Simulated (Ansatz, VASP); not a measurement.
**Two plane-wave programs on Ni**

```
Ni
1.0
    -1.39094    1.39094    1.39094
     1.39094   -1.39094    1.39094
     1.39094    1.39094   -1.39094
Ni
1
Direct
  0.00000 0.00000 0.00000
```

Alike in both runs: functional PBE; k mesh 17 × 17 × 17; occupations gaussian, width 0.1 eV; collinear spin.

Ansatz relaxed the structure, and its values are those at the end. VASP's run is a single point on that final structure, the one shown.

|  | VASP | Ansatz |
| --- | --- | --- |
| version | VASP 6.6.1 | Ansatz 0.2.0 |
| potentials or method | VASP PAW PBE potentials, release 64 (Ni) | plane waves, PAW |
| plane-wave cutoff (eV) | 520 | 450 |
| valence electrons in the cell | 10 | 18 |

```csv
,VASP,Ansatz,Ansatz less VASP
pressure (GPa),4.0,4.0,+0.09
net moment per atom (μB),0.53,0.54,+0.015
size of the moment on the site where the two differ most (μB),0.53,0.57,+0.037
```

Site moments also hang on the region over which each program counts them. With one functional, cell and mesh, what is left measures potentials, basis and numerics. The two sets of potentials don't hold the same shells in valence.
